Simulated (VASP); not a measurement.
Set up this calculation in VASP 6.6.1, as the native input.

| Quantity | Value |
| --- | --- |
| Task | single point |
| Functional | LDA |
| Potentials or basis | VASP PAW LDA potentials, release 64 (Au) |
| Cutoff | 520 eV |
| k mesh | 8 × 8 × 1 |
| Occupations | fermi-dirac, width 0.05 eV |
| Spin | no spin polarisation |
| Hubbard terms | Au d U = 6 eV |
| Dipole correction | yes |
| Further INCAR settings | ALGO = Normal; EDIFF = 1e-07; NBANDS = 42 |

The structure of Au lies in POSCAR:

```
Au
1.0
    2.8226199300      0.0000000000      0.0000000000
   -1.4113099650      2.5559330250      0.0000000000
    0.0000000000      0.0000000000     27.2329240250
Au
6
Direct
    0.3346720300      0.6693440600      0.2754019360
    0.6653279700      0.3306559400      0.3652411616
    0.3346720300      0.6693440600      0.4550803872
    0.6653279700      0.3306559400      0.5449196128
    0.3346720300      0.6693440600      0.6347588384
    0.6653279700      0.3306559400      0.7245980640
```

The slab is cut from a database's or a generator's crystal, which needn't be the stable form of the element.

The input as run:

INCAR

```
SYSTEM = Au
PREC = Accurate ; ENCUT = 520
EDIFF = 1E-7 ; ISMEAR = -1
SIGMA = 0.05 ; LREAL = .FALSE.
LASPH = .TRUE. ; NELM = 60
ALGO = Normal ; ISIF = 2
LWAVE = .FALSE. ; LCHARG = .FALSE.
LMAXMIX = 4 ; LDAU = .TRUE.
LDAUTYPE = 2 ; LDAUL = 2
LDAUU = 6 ; LDAUJ = 0
LDAUPRINT = 1 ; LDIPOL = .TRUE.
IDIPOL = 3 ; DIPOL = 0.5 0.5 0.500
GGA = CA ; NBANDS = 42
```

KPOINTS

```
Automatic mesh
0
G
  8 8 1
  0 0 0
```

Potentials or basis: VASP PAW LDA potentials, release 64 (Au).

Run with:

```sh
$ cat potpaw_LDA.64/Au/POTCAR > POTCAR
$ mpirun -np 1 vasp_std > vasp.out
```

It gave:

```
Largest force          : 0.470 eV/Å
Band gap on the k mesh : none (metal or under the smearing width)
```

Caveat: U without spin polarisation on a metal has little footing; the U is typed as a test and isn't derived for this compound.

Run time: 2.8 min on 1 thread of Intel(R) Xeon(R) Platinum 8488C (Sapphire Rapids), with other jobs on the host, peak memory 0.33 GiB.
